Q: I have six calculations of the pressure in one and the same silicon carbide crystal, all with the PBE functional. Should I not get one number?

PBE calculations with Ansatz, VASP and SIESTA for SiC (P6_3mc, 8 atoms per cell) at one fixed geometry, without spin polarisation, on a 10×10×3 k mesh with Fermi-Dirac smearing of 0.05 eV. The basis is given as the plane-wave cutoff or, for SIESTA, the orbital set. Pressure is positive in compression and leaves out Ansatz's Pulay correction.

```
program                                 potentials   basis  pressure (GPa)  largest force (eV/Å)
 Ansatz                                 Ansatz PAW  420 eV           3.630                 0.006
 Ansatz                     Ansatz PAW polarizable  420 eV           3.630                 0.006
   VASP  VASP PAW PBE potentials, materialsproject  520 eV           3.860                 0.005
   VASP           VASP PAW PBE potentials, minimal  500 eV           3.880                 0.005
   VASP         VASP PAW PBE potentials, gw, light  550 eV           3.980                 0.006
 SIESTA                 PseudoDojo 0.4 standard NC      SZ          27.240                 0.258
```

A: You nearly do, in five rows out of six. The three VASP rows agree within 0.12 GPa, the two Ansatz rows lie about 0.3 GPa below their mean, and SIESTA reports seven times the VASP pressure. The crystal and the functional are shared, so these differences come from the basis and the potentials.

Q: Then is the common value of nearly 4 GPa a real stress in my wafer?

A: No, it is PBE's opinion of the cell. The cell is close to the measured one, and PBE is known to prefer SiC slightly larger, so it sees the crystal as squeezed. With a rough bulk modulus of 210 GPa, the VASP pressures correspond to cell edges about 0.6 % too short for PBE. That is an ordinary error of this functional, made to look dramatic by a stiff material.

Q: Why does Ansatz come out lower? Is its description of the atoms different?

A: The main reason is its finite plane-wave basis, cut off at 420 eV. Switching between its two sets of PAW potentials leaves the pressure in the table unchanged. The cutoff Ecut is the highest kinetic energy of the plane waves in the basis. Their number N in a cell of volume V follows

N ∝ V · Ecut^(3/2)

The stress is computed with N held fixed. If the cell expands, the same waves are stretched and resolve less detail, as though Ecut had dropped. In this squeezed crystal the energy falls on expansion, but with the coarser waves it falls a little too slowly, and the outward pressure comes out too low:

P(fixed N) = P(fixed Ecut) − (2/3) · s / v

Here v is the volume per atom, and s is the fall in energy per atom for each unit of increase in ln Ecut. This error is called Pulay stress.

Q: How poor must the basis be to lose 0.3 GPa?

A: Surprisingly little. Ansatz computes its own correction, which the table leaves off; it is 0.289 GPa, or 0.0018 eV/Å³. With v = 10.31 Å³,

s = 1.5 × 0.0018 × 10.31 ≈ 0.028 eV

Raising the cutoff by 10 % changes ln Ecut by 0.095, so at this slope the energy would fall by only 0.028 × 0.095 ≈ 0.0027 eV per atom, and by less if the slope flattens on the way, as it normally does. An energy that looks settled can still give a visibly shifted pressure.

Q: Does the correction bring the programs together?

A: Ansatz and VASP, yes. It raises the Ansatz pressure to 3.92 GPa, inside the range of the VASP rows, which played no part in computing it. VASP's pressures can carry the same kind of error. From 500 to 520 eV, with the same potentials, the VASP energy does not fall but rises slightly, so the printed estimate of a few hundredths of a GPa is at best an order of magnitude and not a correction to apply. The remaining spread among the VASP rows is larger than that: the row with the GW potentials lies highest, and it differs in both potentials and cutoff, so its shift has no single assignable cause. The printed output after this conversation gives the comparison row by row.

Q: Can SIESTA's 27 GPa be repaired with such a correction too?

A: No, because there the energy curve itself is at fault, most likely through the basis. SZ gives each valence shell a single radial shape, made for the free atom. In a crystal the orbitals should change their radial extent, and added d shapes should shift further charge into the bonds, but this basis allows neither. The expected result is that bonding at short distance is undervalued, so that the crystal pushes outward towards a larger volume.

The simplest example is the molecular ion H₂⁺. Built from unaltered hydrogen 1s orbitals, its bond comes out at roughly 2.5 bohr instead of 2.0; letting the orbitals contract removes most of that error. With one electron and no p orbitals, it shows how a frozen shape can lengthen a bond, but it is no measure of the effect in SiC.

Q: Is there other evidence that the basis is poor, apart from the pressure?

A: The band gap of the same run is 4.6 eV, against 2.2 eV in the other five. Its largest force is also roughly 40 times the largest force found in those rows. Such broad failure is typical of a minimal basis, although these comparisons do not separate the basis from the potentials.

Q: I usually check the forces first. Would they have warned me?

A: For SIESTA yes, for Ansatz no. Each atom sits among four neighbours in a nearly regular tetrahedron, so equal pushes along the bonds almost cancel in the force, while in the pressure they add up. In a simple picture of springs along the bonds, the VASP pressures mean a push of order 0.2 eV/Å per bond, yet the largest net force is 0.006 eV/Å. In SIESTA the pushes fail to balance along the hexagonal axis, the only direction in which the symmetry allows a net force on an atom here. The Pulay stress of Ansatz leaves no such trace: plane waves stretch with the cell, which disturbs the pressure, but they do not move with the atoms, so the forces gain no matching term.

Q: What would settle the SIESTA case?

A: A run with the same potentials and a larger basis, with several radial shapes per shell and polarisation orbitals. How much of the excess of 23 GPa would then remain is the open question. Only a remainder that no longer shrinks as the basis grows would point to the potentials.

Printed output of the fit:

```
mean pressure of the three VASP rows, GPa: 3.907
spread of the three VASP rows, GPa: 0.12
Ansatz pressure less VASP mean, GPa: -0.2767
Ansatz pressure with its Pulay correction, GPa: 3.919
corrected Ansatz pressure less VASP mean, GPa: 0.01222
energy fall for a 10 percent higher cutoff implied by the Ansatz correction, meV per atom: 2.658
size of the like pressure error in VASP near 510 eV, order of magnitude, GPa: 0.02708
SIESTA pressure less VASP mean, GPa: 23.33
SIESTA pressure over VASP mean, ratio: 6.973
SIESTA largest force over the largest of the other rows, ratio: 43
Rough estimates from the pressure:
     row  edge stretch to zero pressure in percent  push per bond in eV/A  largest net force in eV/A
  Ansatz                                    0.6017                 0.1861                      0.006
  Ansatz                                    0.6017                 0.1861                      0.006
    VASP                                     0.593                 0.1979                      0.005
    VASP                                    0.5959                 0.1989                      0.005
    VASP                                    0.6108                  0.204                      0.006
  SIESTA                                     3.544                  1.396                      0.258
Other outputs of the same runs:
     row  stress across less along c in GPa  gap on mesh in eV
  Ansatz                             0.1366              2.227
  Ansatz                             0.1366              2.227
    VASP                             0.1314              2.225
    VASP                             0.1304              2.225
    VASP                             0.1321              2.225
  SIESTA                            -0.8301              4.594
```
